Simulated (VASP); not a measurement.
Here is a VASP 6.6.1 calculation.

Contents of INCAR:

```
  PREC = Accurate
  ENCUT = 600
  EDIFF = 1E-6
  ISMEAR = 0
  SIGMA = 0.03
  LREAL = F
  LASPH = T
  NELM = 80
  ALGO = Normal
  ISIF = 3
  LWAVE = F
  LCHARG = F
  GGA = PE
  IVDW = 12
  IBRION = 2
  NSW = 90
  EDIFFG = -0.01
  KPAR = 4
```

File KPOINTS:

```
Automatic mesh
0
Gamma
  9 9 5
```

The input POSCAR:

```
SnS2
1.0
    3.6390000000      0.0000000000      0.0000000000
   -1.8195000000      3.1514664400      0.0000000000
    0.0000000000      0.0000000000      5.8680000000
Sn S
1 2
Direct
    0.0000000000      0.0000000000      0.0000000000
    0.3333333300      0.6666666700      0.2500000000
    0.6666666700      0.3333333300      0.7500000000
```

Potentials or basis: VASP PAW PBE potentials, release 64 (Sn_d, S).

Command:

```bash
$ cat potpaw_PBE.64/Sn_d/POTCAR potpaw_PBE.64/S/POTCAR > POTCAR
$ mpirun -np 4 vasp_std > vasp.out
```

(1) What does it give for the relaxed cell?

(2) Estimate the space group after relaxing (to 0.05 Å).

(3) Predict the dispersion energy per atom.

Answers

(1) a = 3.667 Å, b = 3.667 Å, c = 5.813 Å, α = 90.00°, β = 90.00°, γ = 120.00°.

(2) P-3m1 (No. 164).

(3) -0.328 eV.
